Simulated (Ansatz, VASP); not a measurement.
**One calculation of HfC, two programs**

```xyz
2
Lattice="0.0000 2.2936 2.2936 2.2936 0.0000 2.2936 2.2936 2.2936 0.0000" Properties=species:S:1:pos:R:3 pbc="T T T"
Hf    2.2936    2.2936    2.2936
C     0.0000    0.0000    0.0000
```

Change from the starting cell: volume scaled by 0.96.

Alike in both runs: task single point; functional PBE; k mesh 10 × 10 × 10; occupations fermi-dirac, width 0.05 eV; no spin polarisation.

```csv
,VASP,Ansatz
version,VASP 6.6.1,Ansatz 0.2.0
potentials or method,"VASP PAW PBE potentials, release 64 (Hf_pv, C)",Ansatz PAW
plane-wave cutoff (eV),520,420
valence electrons in the cell,14,30
```

|  | VASP | Ansatz | Ansatz less VASP |
| --- | --- | --- | --- |
| gap on the k mesh at the Fermi level (eV) | none | none | - |
| pressure (GPa) | 10.1 | 10.6 | +0.49 |

A gap of «none» marks a metal or a gap that the smearing closes. The two sets of potentials don't hold the same shells in valence.

Spin-orbit coupling is left out, which matters for the levels of Hf.
